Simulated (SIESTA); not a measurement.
The system is CdO (Monteponite).

```
Cd O
1.0
     0.00000    2.34950    2.34950
     2.34950    0.00000    2.34950
     2.34950    2.34950    0.00000
Cd O
1 1
Direct
  0.00000 0.00000 0.00000
  0.50000 0.50000 0.50000
```

Base run:

| Item | Value |
| --- | --- |
| Program | SIESTA 5.4.2 |
| Functional | PBEGcGxLO |
| Potentials or basis | PseudoDojo 0.4 standard (PBE files) |
| Basis | DZP (energy shift 0.002 Ry) |
| Grid cutoff | 800 Ry |
| Energy shift | 0.002 Ry |
| k mesh | 10 × 10 × 10 |
| Occupations | fermi-dirac, width 0.05 eV |
| Spin | no spin polarisation |

Its results: band gap on the k mesh none (metal or under the smearing width); pressure -0.5 GPa.

Problem. After a change of settings the same cell gave: band gap on the k mesh none (metal or under the smearing width); pressure 7.0 GPa. Which change was it?
A. functional from PBEGcGxLO to SOGGA; potentials or basis from PseudoDojo 0.4 standard (PBE files) to PseudoDojo 0.4 standard (PBEsol files)
B. functional from PBEGcGxLO to PBE-libxc
C. functional from PBEGcGxLO to BLYP

Solution. B.

Caveats: semicore shells carry a single zeta, which can move pressures by several GPa and volumes by a few percent; the basis of atomic orbitals isn't converged, which shifts pressures, moduli and gaps; the potentials were made for another functional, which shifts forces and pressure (some runs).
